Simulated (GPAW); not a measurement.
## Magnetic state of MnO2 from several starts

Does MnO2 prefer parallel or opposed moments, or none?

Main program and level: GPAW 26.7.0; PBE with U = 2.4 eV on Mn d; plane waves with GPAW's PAW setups, scalar-relativistic.

### Step 1. Set-up

The structure is trigonal, space group P-3m1 (No. 164). Conventional cell: a = 2.857 Å, b = 2.857 Å, c = 4.601 Å, α = 90.00°, β = 90.00°, γ = 120.00°. Mn has 6 O at 1.90 Å nearest. Nearest to O lie 3 Mn at 1.90 Å. Farther neighbours and most contacts between anions are not listed.

Structure file:

```cif
data_structure
_symmetry_space_group_name_H-M 'P 1'
_symmetry_Int_Tables_number 1
_cell_length_a 2.8566
_cell_length_b 2.8566
_cell_length_c 4.6014
_cell_angle_alpha 90.000
_cell_angle_beta 90.000
_cell_angle_gamma 120.000
_cell_volume 32.52
loop_
_atom_site_label
_atom_site_type_symbol
_atom_site_fract_x
_atom_site_fract_y
_atom_site_fract_z
_atom_site_occupancy
Mn1 Mn 0.00000 0.00000 0.50000 1
O2 O 0.66667 0.33333 0.29371 1
O3 O 0.33333 0.66667 0.70629 1
```

The cell comes from a database of computed structures and need not be the stable phase.

### Step 2. Order 1, typed as ferro +

Parallel moments need no larger cell; this start tests for a ferromagnetic state only. A Hubbard U of customary size acts on the open shell; it was not fitted to this crystal.

The input, order1.py:

```python
import json
import numpy as np
from ase import Atoms
from ase.parallel import paropen, parprint
from gpaw import GPAW

atoms = Atoms(['Mn', 'O', 'O'],
    cell=[[2.85657818, 0.0, 0.0],
         [-1.42828909, 2.47386927, 0.0],
         [0.0, 0.0, 4.60137406]],
    scaled_positions=[[0.0, 0.0, 0.5],
         [0.66666667, 0.33333333, 0.29370743],
         [0.33333333, 0.66666667, 0.70629257]],
    pbc=True,
    magmoms=[4.5, 0.0, 0.0])
atoms.calc = GPAW(mode={'name': 'pw', 'ecut': 700},
    xc='PBE',
    kpts={'size': (8, 8, 8), 'gamma': True},
    occupations={'name': 'fermi-dirac', 'width': 0.05},
    convergence={'density': 1e-05, 'energy': 1e-05},
    maxiter=200,
    setups={'Mn': ':d,2.4'},
    symmetry={'tolerance': 1e-4},
    txt='order1.txt')
e = atoms.get_potential_energy(force_consistent=True)
res = {'free_energy': e, 'energy_sigma0': atoms.get_potential_energy(), 'fermi_energy': atoms.calc.get_fermi_level()}
res['moments'] = atoms.get_magnetic_moments().tolist()
res['total'] = atoms.get_magnetic_moment()
parprint('site moments (muB):', np.round(res['moments'], 3))
parprint(f"total moment: {res['total']:.3f} muB")
parprint(f'free energy: {e:.6f} eV')
atoms.calc.write('order1.gpw')
with paropen('results.json', 'w') as f:
    json.dump(res, f)
```

Run with:

```console
$ OMP_NUM_THREADS=1 mpirun -n 2 gpaw python order1.py > order1.log
```

The log of the run:

```text
site moments (muB): [ 3.011 -0.022 -0.022]
total moment: 3.000 muB
free energy: -23.493836 eV

--- order1.txt ---
Input parameters:
  mode=PW(ecut=700),
  convergence={'density': 1e-05, 'energy': 1e-05},
  kpts=MonkhorstPack(size=(8, 8, 8), gamma=True),
  maxiter=200,
  occupations=Occupations(name='fermi-dirac', width=0.05),
  setups={'Mn': ':d,2.4'},
  symmetry=Symmetry(tolerance=0.0001),
  xc=XC(name='PBE')

Diagonalizing LCAO Hamiltonian
Converting LCAO to pw mode

        O

       Mn
           O

Atoms  # Å, Bohr magnetons
|   | symbol |         x |        y |        z |    initial magnetic moments |
|---|--------|-----------|----------|----------|-----------------------------|
| 0 |     Mn |  0.000000 | 0.000000 | 2.300687 | ( 0.0000,  0.0000,  4.5000) |
| 1 |      O |  1.428289 | 0.824623 | 1.351458 | ( 0.0000,  0.0000,  0.0000) |
| 2 |      O | -0.000000 | 1.649246 | 3.249916 | ( 0.0000,  0.0000,  0.0000) |

Unit cell  # Å
| periodic |         x |        y |        z |  lengths |     angles |
|----------|-----------|----------|----------|----------|------------|
|      yes |  2.856578 | 0.000000 | 0.000000 | 2.856578 |  90.000000 |
|      yes | -1.428289 | 2.473869 | 0.000000 | 2.856578 |  90.000000 |
|      yes |  0.000000 | 0.000000 | 4.601374 | 4.601374 | 120.000000 |

Number of symmetries: 12

BZ-sampling:
  Number of BZ points: 512
  Number of IBZ points: 65

  Monkhorst-Pack size: [8, 8, 8]
  Monkhorst-Pack shift: [0.0625, 0.0625, 0.0625]

K-points  # in reciprocal-cell coordinates
|     |                                coordinates |     weight |
|-----|--------------------------------------------|------------|
|   0 | (  0.00000000,   0.00000000,   0.00000000) | 0.00195312 |
|   1 | (  0.00000000,   0.00000000,   0.12500000) | 0.00390625 |
|   2 | (  0.00000000,   0.00000000,   0.25000000) | 0.00390625 |
|   3 | (  0.00000000,   0.00000000,   0.37500000) | 0.00390625 |
|   4 | (  0.00000000,   0.00000000,   0.50000000) | 0.00195312 |
|   5 | (  0.12500000,   0.00000000,  -0.37500000) | 0.01171875 |
|   6 | (  0.12500000,   0.00000000,  -0.25000000) | 0.01171875 |
|   7 | (  0.12500000,   0.00000000,  -0.12500000) | 0.01171875 |
|   8 | (  0.12500000,   0.00000000,   0.00000000) | 0.01171875 |
|   9 | (  0.12500000,   0.00000000,   0.12500000) | 0.01171875 |
| ... |                                            |            |
|  64 | (  0.50000000,   0.50000000,   0.50000000) | 0.00585938 |

Plane wave coefficients: 1387
Cutoff: 700.0 eV

Spin-components: 2 (collinear spins)
Bands:           21
Projectors:      16
Spin-degeneracy: 1
Datatype:        complex128

Parallelization:
  kpt:    2
  domain: 1
  band:   1

Density:
  Valence electrons: 27.0
  Components: 2
  Grid points: [18 18 30]
  Charge: 0.0  # |e|

Potential:
  Grid points: [18 18 30]

species:
  Mn:
    name:    Manganese
    Z:       25.0
    valence: 15
    core:    10
    charge:  0.0  # [|e|]
    Hubbard: {U: 2.4,  # eV
              l: 2,
              scale: True}
    compensation charges:
      type: gauss
      rc: 0.38  # [Å]
      lmax: 2
    cutoffs:
      filter: 2.14  # [Å]
      core: 0.86  # [Å]
    projectors
    | kind |    occ | energy [eV] | rcut [Å] |
    |------|--------|-------------|----------|
    |   3s |  2.000 |     -85.859 |    1.275 |
    |   4s |  2.000 |      -5.106 |    1.275 |
    |   3p |  6.000 |     -54.597 |    1.281 |
    |   4p |  0.000 |      -1.371 |    1.281 |
    |   3d |  5.000 |      -6.771 |    1.138 |
    |    d |        |      20.441 |    1.138 |

    Using partial waves for Mn as LCAO basis

  O:
    name:    Oxygen
    Z:       8.0
    valence: 6
    core:    2
    charge:  0.0  # [|e|]
    compensation charges:
      type: gauss
      rc: 0.21  # [Å]
      lmax: 2
    cutoffs:
      filter: 1.17  # [Å]
      core: 0.83  # [Å]
    projectors
    | kind |    occ | energy [eV] | rcut [Å] |
    |------|--------|-------------|----------|
    |   2s |  2.000 |     -23.961 |    0.688 |
    |   2p |  4.000 |      -9.029 |    0.598 |
    |    s |        |       3.251 |    0.688 |
    |    p |        |      18.182 |    0.598 |
    |    d |        |       0.000 |    0.619 |

    Using partial waves for O as LCAO basis

Reference energy: -35595.792675  # eV

eigensolver:
  PPCG
  Converge bands: occupied
  niter=2

density mixing:
  MSR1-Mixer
  Pratt-step length: 0.05
  Maximum mixing coefficient: 0.75
  Old densities: 10
  SVD Regularization: 0.005
  Good broyden scale: 1.0
  Trust region scale: 1.0
  Backstep threshold: 4.0
  History deletion threshold: 6.0
  Fourier metric: weight=20.0, sigma=0.015

occupation numbers:
  Fermi-Dirac:
    width: 0.0500  # eV

poisson solver:
  ecut: 5600.0  # eV

xc functional:
  name: PBE with 2 nearest neighbor stencil

convergence criteria:
- Maximum integral of absolute [dens]ity change: 1e-05 electrons / valence electron
- Maximum [total energy] change in last 3 cyles: 1e-05 eV / valence electron
- Maximum integral of absolute [eigenst]ate change: 4e-08 eV^2 / valence electron
maximum number of iterations: 200

SCF iterations
|iter     |      energy | eigst |  dens |  magmom |
|---------|-------------|-------|-------|---------|
|iter:   1|       0s |  -25.132076 | +0.29 |       |  +4.5023|
|iter:   2|       3s |  -24.172712 | -1.64 | -0.76 |  +4.4272|
|iter:   3|       6s |  -23.128519 | -1.08 | -0.83 |  +3.9070|
|iter:   4|       9s |  -23.262205 | -2.51 | -1.21 |  +3.6083|
|iter:   5|      11s |  -23.418959 | -2.26 | -1.36 |  +3.1918|
|iter:   6|      14s |  -23.481277 | -2.98 | -1.79 |  +2.9633|
|iter:   7|      17s |  -23.492902 | -3.52 | -2.07 |  +2.9891|
|iter:   8|      19s |  -23.493767 | -3.89 | -2.45 |  +3.0019|
|iter:   9|      22s |  -23.493832 | -5.79 | -3.20 |  +3.0017|
|iter:  10|      25s |  -23.493836c| -6.51 | -3.64 |  +3.0004|
|iter:  11|      28s |  -23.493836c| -7.76c| -4.34 |  +3.0000|
|iter:  12|      29s |  -23.493836c| -8.22c| -5.01c|  +3.0000|

Converged in 12 steps
Energy contributions relative to reference atoms: (reference = -35595.792675)

Energy contributions:
  Kinetic:          26.712664
  Coulomb:         -27.903231
  Zero:              0.507465
  External:          0.000000
  Xc:              -22.810734
  Entropy:          -0.000000
  Spinorbit:         0.000000
  ----------------------------
  Free energy:     -23.493836
  Extrapolated:    -23.493836

dipole moment: (-3.311947, -5.736460, 0.000001)  # |e|*Ang

Total magnetic moment: (0.000000, 0.000000, 2.999979)

Local magnetic moments
|        x |        y |         z |
|----------|----------|-----------|
| 0.000000 | 0.000000 |  3.010733 |  # Mn   0
| 0.000000 | 0.000000 | -0.021686 |  # O    1
| 0.000000 | 0.000000 | -0.021686 |  # O    2

Fermi level: 4.571
Eigenvalues  # (at kpt = [0.000, 0.000, 0.000])
| band index |      eig [eV] | occ [0-1] |      eig [eV] | occ [0-1] |
|------------|---------------|-----------|---------------|-----------|
|          0 |       -77.718 |     1.000 |       -74.281 |     1.000 |
|        ... |               |           |               |           |
|          6 |        -2.805 |     1.000 |        -1.251 |     1.000 |
|          7 |        -2.150 |     1.000 |        -0.809 |     1.000 |
|          8 |        -2.149 |     1.000 |        -0.808 |     1.000 |
|          9 |         0.345 |     1.000 |         2.678 |     1.000 |
|         10 |         0.352 |     1.000 |         2.678 |     1.000 |
|         11 |         2.762 |     1.000 |         3.030 |     1.000 |
|         12 |         2.762 |     1.000 |         5.888 |     0.000 |
|         13 |         2.818 |     1.000 |         5.896 |     0.000 |
|         14 |         3.026 |     1.000 |         7.424 |     0.000 |
|         15 |         6.941 |     0.000 |         8.672 |     0.000 |
|         16 |         6.942 |     0.000 |         8.672 |     0.000 |
|         17 |        11.204 |     0.000 |        11.602 |     0.000 |
|         18 |        14.418 |     0.000 |        14.966 |     0.000 |
|         19 |        18.959 |     0.000 |        19.352 |     0.000 |
|         20 |        23.563 |     0.000 |        24.397 |     0.000 |

Gap: 2.155 eV
Transition (v -> c):
  (s=0, k=12, n=14, [0.12, 0.00, 0.50]) -> (s=0, k=18, n=15, [0.25, 0.00, -0.38])
Direct/indirect transitions are different
Direct gap: 2.289 eV
Transition at: (s=0, k=19, n=14, [0.25, 0.00, -0.25])
```

Elapsed: 35 s, on 2 MPI ranks of Arm Neoverse V2, shared host; peak memory 0.42 GiB.

Spin moment in the augmentation sphere by atom:

```tsv
atom	spin moment in the augmentation sphere (μB)
Mn1	3.01
O2	-0.02
O3	-0.02
```

This step gave:

| Quantity | Value |
| --- | --- |
| magnetization | 3.000 μB |
| final state | ferromagnetic |

After 12 cycles the largest moment stands at 3.01 μB.

### Step 3. Run 2 (antiferro q=(0,0,1/2) +-)

An opposed order shows whether the pairs that it reverses prefer unlike signs.

This order needs a doubled cell of 6 atoms. Its mesh is chosen so that both cells sample the same points.

The input, order2.py:

```python
import json
import numpy as np
from ase import Atoms
from ase.parallel import paropen, parprint
from gpaw import GPAW

atoms = Atoms(['Mn', 'Mn', 'O', 'O', 'O', 'O'],
    cell=[[2.85657818, 0.0, 0.0],
         [-1.42828909, 2.47386927, 0.0],
         [0.0, 0.0, 9.20274812]],
    scaled_positions=[[0.0, 0.0, 0.25],
         [0.0, 0.0, 0.75],
         [0.66666667, 0.33333333, 0.14685372],
         [0.66666667, 0.33333333, 0.64685372],
         [0.33333333, 0.66666667, 0.35314628],
         [0.33333333, 0.66666667, 0.85314628]],
    pbc=True,
    magmoms=[4.5, -4.5, 0.0, 0.0, 0.0, 0.0])
atoms.calc = GPAW(mode={'name': 'pw', 'ecut': 700},
    xc='PBE',
    kpts={'size': (8, 8, 4), 'gamma': True},
    occupations={'name': 'fermi-dirac', 'width': 0.05},
    convergence={'density': 1e-05, 'energy': 1e-05},
    maxiter=200,
    setups={'Mn': ':d,2.4'},
    symmetry={'tolerance': 1e-4},
    txt='order2.txt')
e = atoms.get_potential_energy(force_consistent=True)
res = {'free_energy': e, 'energy_sigma0': atoms.get_potential_energy(), 'fermi_energy': atoms.calc.get_fermi_level()}
res['moments'] = atoms.get_magnetic_moments().tolist()
res['total'] = atoms.get_magnetic_moment()
parprint('site moments (muB):', np.round(res['moments'], 3))
parprint(f"total moment: {res['total']:.3f} muB")
parprint(f'free energy: {e:.6f} eV')
atoms.calc.write('order2.gpw')
with paropen('results.json', 'w') as f:
    json.dump(res, f)
```

Run with:

```console
$ OMP_NUM_THREADS=1 mpirun -n 2 gpaw python order2.py > order2.log
```

The log of the run:

```text
site moments (muB): [ 3.009 -3.009 -0.021  0.021 -0.021  0.021]
total moment: 0.000 muB
free energy: -46.986328 eV

--- order2.txt ---
Input parameters:
  mode=PW(ecut=700),
  convergence={'density': 1e-05, 'energy': 1e-05},
  kpts=MonkhorstPack(size=(8, 8, 4), gamma=True),
  maxiter=200,
  occupations=Occupations(name='fermi-dirac', width=0.05),
  setups={'Mn': ':d,2.4'},
  symmetry=Symmetry(tolerance=0.0001),
  xc=XC(name='PBE')

Diagonalizing LCAO Hamiltonian
Converting LCAO to pw mode

        O

       Mn  O

        O

       Mn
           O

Atoms  # Å, Bohr magnetons
|   | symbol |         x |        y |        z |    initial magnetic moments |
|---|--------|-----------|----------|----------|-----------------------------|
| 0 |     Mn |  0.000000 | 0.000000 | 2.300687 | ( 0.0000,  0.0000,  4.5000) |
| 1 |     Mn |  0.000000 | 0.000000 | 6.902061 | ( 0.0000,  0.0000, -4.5000) |
| 2 |      O |  1.428289 | 0.824623 | 1.351458 | ( 0.0000,  0.0000,  0.0000) |
| 3 |      O |  1.428289 | 0.824623 | 5.952832 | ( 0.0000,  0.0000,  0.0000) |
| 4 |      O | -0.000000 | 1.649246 | 3.249916 | ( 0.0000,  0.0000,  0.0000) |
| 5 |      O | -0.000000 | 1.649246 | 7.851290 | ( 0.0000,  0.0000,  0.0000) |

Unit cell  # Å
| periodic |         x |        y |        z |  lengths |     angles |
|----------|-----------|----------|----------|----------|------------|
|      yes |  2.856578 | 0.000000 | 0.000000 | 2.856578 |  90.000000 |
|      yes | -1.428289 | 2.473869 | 0.000000 | 2.856578 |  90.000000 |
|      yes |  0.000000 | 0.000000 | 9.202748 | 9.202748 | 120.000000 |

Number of symmetries: 6

BZ-sampling:
  Number of BZ points: 256
  Number of IBZ points: 35

  Monkhorst-Pack size: [8, 8, 4]
  Monkhorst-Pack shift: [0.0625, 0.0625, 0.125]

Plane wave coefficients: 2760
Cutoff: 700.0 eV

Spin-components: 2 (collinear spins)
Bands:           37
Projectors:      32
Spin-degeneracy: 1
Datatype:        complex128

Parallelization:
  kpt:    2
  domain: 1
  band:   1

Density:
  Valence electrons: 54.0
  Components: 2
  Grid points: [18 18 60]
  Charge: 0.0  # |e|

Potential:
  Grid points: [18 18 60]

[... setups left out ...]
Reference energy: -71191.585350  # eV

eigensolver:
  PPCG
  Converge bands: occupied
  niter=2

density mixing:
  MSR1-Mixer
  Pratt-step length: 0.05
  Maximum mixing coefficient: 0.75
  Old densities: 10
  SVD Regularization: 0.005
  Good broyden scale: 1.0
  Trust region scale: 1.0
  Backstep threshold: 4.0
  History deletion threshold: 6.0
  Fourier metric: weight=20.0, sigma=0.015

occupation numbers:
  Fermi-Dirac:
    width: 0.0500  # eV

poisson solver:
  ecut: 5600.0  # eV

xc functional:
  name: PBE with 2 nearest neighbor stencil

convergence criteria:
- Maximum integral of absolute [dens]ity change: 1e-05 electrons / valence electron
- Maximum [total energy] change in last 3 cyles: 1e-05 eV / valence electron
- Maximum integral of absolute [eigenst]ate change: 4e-08 eV^2 / valence electron
maximum number of iterations: 200

SCF iterations
|iter     |      energy | eigst |  dens |  magmom |
|---------|-------------|-------|-------|---------|
|iter:   1|       0s |  -50.249836 | +0.39 |       |  +0.0000|
|iter:   2|       5s |  -48.342778 | -1.39 | -0.76 |  +0.0000|
|iter:   3|      11s |  -46.244801 | -0.72 | -0.83 |  -0.0000|
|iter:   4|      16s |  -46.521611 | -2.29 | -1.22 |  +0.0000|
|iter:   5|      22s |  -46.837681 | -2.05 | -1.36 |  -0.0000|
|iter:   6|      27s |  -46.961471 | -2.84 | -1.79 |  +0.0000|
|iter:   7|      33s |  -46.984410 | -3.29 | -2.08 |  -0.0000|
|iter:   8|      38s |  -46.986222 | -3.68 | -2.47 |  -0.0000|
|iter:   9|      43s |  -46.986320 | -5.65 | -3.26 |  +0.0000|
|iter:  10|      49s |  -46.986328c| -6.20 | -3.65 |  +0.0000|
|iter:  11|      54s |  -46.986328c| -7.46c| -4.33 |  +0.0000|
|iter:  12|      57s |  -46.986328c| -8.12c| -5.00c|  +0.0000|

Converged in 12 steps
Energy contributions relative to reference atoms: (reference = -71191.585350)

Energy contributions:
  Kinetic:          53.391767
  Coulomb:         -55.777306
  Zero:              1.015045
  External:          0.000000
  Xc:              -45.615835
  Entropy:          -0.000000
  Spinorbit:         0.000000
  ----------------------------
  Free energy:     -46.986328
  Extrapolated:    -46.986328

dipole moment: (-6.623961, -11.473037, 0.000004)  # |e|*Ang

Total magnetic moment: (0.000000, 0.000000, 0.000000)

Local magnetic moments
|        x |        y |         z |
|----------|----------|-----------|
| 0.000000 | 0.000000 |  3.009184 |  # Mn   0
| 0.000000 | 0.000000 | -3.009184 |  # Mn   1
| 0.000000 | 0.000000 | -0.020780 |  # O    2
| 0.000000 | 0.000000 |  0.020780 |  # O    3
| 0.000000 | 0.000000 | -0.020780 |  # O    4
| 0.000000 | 0.000000 |  0.020780 |  # O    5

Fermi level: 4.486
Eigenvalues  # (at kpt = [0.000, 0.000, 0.000])
| band index |      eig [eV] | occ [0-1] |      eig [eV] | occ [0-1] |
|------------|---------------|-----------|---------------|-----------|
|          0 |       -77.718 |     1.000 |       -77.718 |     1.000 |
|        ... |               |           |               |           |
|         19 |         0.350 |     1.000 |         0.350 |     1.000 |
|         20 |         1.701 |     1.000 |         1.701 |     1.000 |
|         21 |         2.653 |     1.000 |         2.653 |     1.000 |
|         22 |         2.653 |     1.000 |         2.653 |     1.000 |
|         23 |         2.745 |     1.000 |         2.745 |     1.000 |
|         24 |         2.745 |     1.000 |         2.745 |     1.000 |
|         25 |         3.028 |     1.000 |         3.028 |     1.000 |
|         26 |         3.072 |     1.000 |         3.072 |     1.000 |
|         27 |         5.883 |     0.000 |         5.883 |     0.000 |
|         28 |         5.891 |     0.000 |         5.891 |     0.000 |
|         29 |         6.969 |     0.000 |         6.969 |     0.000 |
|         30 |         6.970 |     0.000 |         6.970 |     0.000 |
|         31 |         7.465 |     0.000 |         7.465 |     0.000 |
|         32 |         8.695 |     0.000 |         8.695 |     0.000 |
|         33 |         8.696 |     0.000 |         8.696 |     0.000 |
|         34 |        11.381 |     0.000 |        11.381 |     0.000 |
|        ... |               |           |               |           |
|         36 |        13.851 |     0.000 |        13.851 |     0.000 |

Gap: 2.392 eV
Transition (v -> c):
  (s=0, k=6, n=26, [0.12, 0.00, 0.50]) -> (s=1, k=11, n=27, [0.25, 0.00, 0.00])
Direct/indirect transitions are different
Direct gap: 2.549 eV
Transition at: (s=0->1, k=10, n=26, [0.25, 0.00, -0.25])
```

It took 69 s on 2 MPI ranks; peak memory 0.56 GiB.

Spin moment in the augmentation sphere by atom:

```tsv
atom	spin moment in the augmentation sphere (μB)
Mn1	3.01
Mn2	-3.01
O3	-0.02
O4	0.02
O5	-0.02
O6	0.02
```

Read from the output:

| Quantity | Value |
| --- | --- |
| magnetization | 0 μB |
| final state | antiferromagnetic |

It lies 0.672 meV a seeded atom over the first start, and its largest moment is 3.01 μB against 3.01 μB.

[end of part 1 of 2]

[Logs and program files are shortened in this print: banners, set-up blocks, solver, clock and traceback lines can be left out without a mark of their own.]

[Logs are printed without paths, hosts, clocks, repeated set-up lines and the standing remarks that a program may print on its own settings, such as how far it seeks lower states.]

[Hosts, paths, dates, database ids (printed as entryN), source tags and the programs' standing remarks are cut or masked in the printed files.]

[Where a cell is said to come from a database of computed structures, the database is the Materials Project.]
